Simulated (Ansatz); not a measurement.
# WS₂, one structure, two calculations

Cell: an entry of the Crystallography Open Database (COD), ions relaxed with PBE at fixed cell.

```yaml
crystal:
  lattice:
    - [1.57900, 0.91164, 6.16333]
    - [-1.57900, 0.91164, 6.16333]
    - [0.00000, -1.82327, 6.16333]
  atoms:
    - { symbol: W, position: [0.00066, 0.00066, 0.00066] }
    - { symbol: S, position: [0.24886, 0.24886, 0.24886] }
    - { symbol: S, position: [0.41917, 0.41917, 0.41917] }
```

Atom numbers follow the list; atoms alike are taken as one site, whose name carries the number of the first.

First run. All values are calculated (Ansatz; DFT, PBE, plane waves and PAW, scalar-relativistic, collinear spin, 420 eV cutoff, Γ-centred 16×16×16 k-points, Fermi–Dirac smearing 0.02 eV), not measured. Start moments as typed (μB): 2 on each W, none on the rest.

```json
{"site": "W", "atom": "1", "V_zz (10²¹ V/m²)": "-16.80", "η": "0.00"}
{"site": "S2", "atom": "2", "V_zz (10²¹ V/m²)": "-4.43", "η": "0.00"}
{"site": "S3", "atom": "3", "V_zz (10²¹ V/m²)": "-4.25", "η": "0.00"}
```

Second run. The same atoms and settings, except that the functional is r2SCAN and the cutoff is 500 eV.

(1) What does the second run give?

## Answers

(1) 

```json
{"site": "W", "atom": "1", "V_zz": "-16.72", "η": "0.00", "change of V_zz": "+0.08"}
{"site": "S2", "atom": "2", "V_zz": "-4.50", "η": "0.00", "change of V_zz": "-0.07"}
{"site": "S3", "atom": "3", "V_zz": "-4.31", "η": "0.00", "change of V_zz": "-0.06"}
```

The largest change of V_zz is on W, from -16.80 to -16.72. In per cent, |V_zz| changes by 0 on W, +1 to +2 on S (all sites that start above 0.5).

Without spin–orbit coupling the gradients at and beside W can be off by some per cent, at some sites by more. The start moments die out, and the run ends without spin.
For the second run: The largest force is 0.3 eV/Å, so the atoms aren't at the calculated equilibrium and relaxing them would move these values. The program didn't check the stability of this electronic state in full, so a lower one may lie near.
